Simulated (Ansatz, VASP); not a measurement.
## Two plane-wave programs on BN

```
CELL_PARAMETERS angstrom
0.00000 1.80483 1.73263
1.80483 0.00000 1.73263
1.80483 1.80483 0.00000
ATOMIC_POSITIONS crystal
B 0.00000 0.00000 0.00000
N 0.25000 0.25000 0.25000
```

Change from the starting cell: uniaxial_z strain -4.0%.

Alike in both runs: task single point; functional PBE; k mesh 12 × 12 × 12; occupations fermi-dirac, width 0.02 eV; no spin polarisation.

|  | VASP | Ansatz |
| --- | --- | --- |
| version | VASP 6.6.1 | Ansatz 0.2.0 |
| potentials or method | VASP PAW PBE potentials, release 64 (B, N) | plane waves, PAW |
| plane-wave cutoff (eV) | 520 | 420 |
| valence electrons in the cell | 8 | 8 |

Ansatz gave:

* gap on the k mesh at the Fermi level (eV): 3.78
* pressure (GPa): 21.8
* largest component of the traceless stress (GPa): 16.42

Question: Which values does VASP return?

Answer: gap on the k mesh at the Fermi level (eV): 3.77; pressure (GPa): 22.2; largest component of the traceless stress (GPa): 16.42.

Caveats: so large a pressure means that the cell lies far from this level's equilibrium, or that cutoff or potentials fall short (VASP). A k mesh can miss the band edges.
